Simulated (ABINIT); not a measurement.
Crystal: Au.

```
Au
1.0
     0.00000    2.03500    2.03500
     2.03500    0.00000    2.03500
     2.03500    2.03500    0.00000
Au
1
Direct
  0.00000 0.00000 0.00000
```

Base run:

* Program: ABINIT 10.8.3 (patched build)
* Functional: BLYP
* Potentials or basis: PseudoDojo NC SR PBE v0.4.1 standard
* Cutoff: 1034 eV
* k mesh: 11 × 11 × 11
* Occupations: fermi-dirac, width 0.05 eV
* Spin: no spin polarisation

Its results: band gap on the k mesh none (metal or under the smearing width); pressure 22.2 GPa.

After a change of settings the same cell gave: band gap on the k mesh none (metal or under the smearing width); pressure 22.9 GPa. Which change was it?
A. functional from BLYP to RPBE
B. functional from BLYP to LDA; potentials or basis from PseudoDojo NC SR PBE v0.4.1 standard to JTH PAW LDA v2.0; cutoff from 1034 eV to 680 eV; valence electrons from 19 to 11
C. potentials or basis from PseudoDojo NC SR PBE v0.4.1 standard to JTH PAW PBE v2.0; cutoff from 1034 eV to 680 eV; valence electrons from 19 to 11
D. functional from BLYP to revPBE

C.

Caveats: so large a pressure means that the cell lies far from this level's equilibrium, or that cutoff or potentials fall short; the potentials were made for another functional, which shifts forces and pressure.

Not every run made on this cell is shown here.
